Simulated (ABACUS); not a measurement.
Runs of ABACUS 3.10.1 on FeO (Wuestite). It takes space group Fm-3m (No. 225, cubic). The conventional cell has a = 4.311 Å, b = 4.311 Å, c = 4.311 Å, α = 90.00°, β = 90.00°, γ = 90.00°. Around Fe (site symmetry m-3m) lie 6 O at 2.16 Å. O (site symmetry m-3m) has 6 Fe at 2.16 Å as nearest neighbours. 

| task | level | potentials or basis | cell | k mesh | cutoff (eV) | SCF threshold on the density | eigensolver | symmetry key | path | points for each segment of the path | gap on the mesh (eV) | pressure (GPa) | moment (μB) |
| --- | --- | --- | --- | --- | --- | --- | --- | --- | --- | --- | --- | --- | --- |
| single point | PBE | Ansatz NC PBE, DZP LCAO (the cutoffs set its grid) | as given | 10 × 10 × 10 | 1361 | 1e-07 | genelpa | 1 | - | - | none | (a) | 4.00 |
| single point | LDA | GBRV ultrasoft 1.5 LDA, plane waves | as given | 9 × 9 × 9 | 544 | 1e-08 | dav | 1 | - | - | none | -15.3 | 4.00 |
| single point | PBE | PseudoDojo NC SR 0.4.1 PBE standard, DZP LCAO (the cutoffs set its grid) | as given | 11 × 11 × 11 | 1361 | 1e-07 | genelpa | 1 | - | - | none | -0.3 | 4.00 |
| relaxation of cell and atoms | LDA-PW92 | GBRV ultrasoft 1.5 LDA, plane waves | relaxed | 9 × 9 × 9 | 544 | 1e-08 | dav | 1 | - | - | none | 0.0 | 3.99 |

Alike in all rows: spin collinear, ferromagnetic start; smearing fermi-dirac 0.05 eV.

Fill in the values left out.

(a) -0.1.

Caveats: a cell with one magnetic atom can't hold antiferromagnetic order, which such compounds often take; semilocal functionals often make such compounds metallic where correlation or magnetic order opens a gap, which also shifts bond lengths; the atomic orbitals were generated for these runs and aren't a published set (some runs); the basis of atomic orbitals isn't converged, which shifts pressures, moduli and gaps (some runs); so large a pressure means that the cell lies far from this level's equilibrium, or that cutoff or potentials fall short (some runs).

A k mesh can miss the band edges.

A gap of «none» marks a metal or a gap under the smearing width.

Not every run made on this cell is shown here.
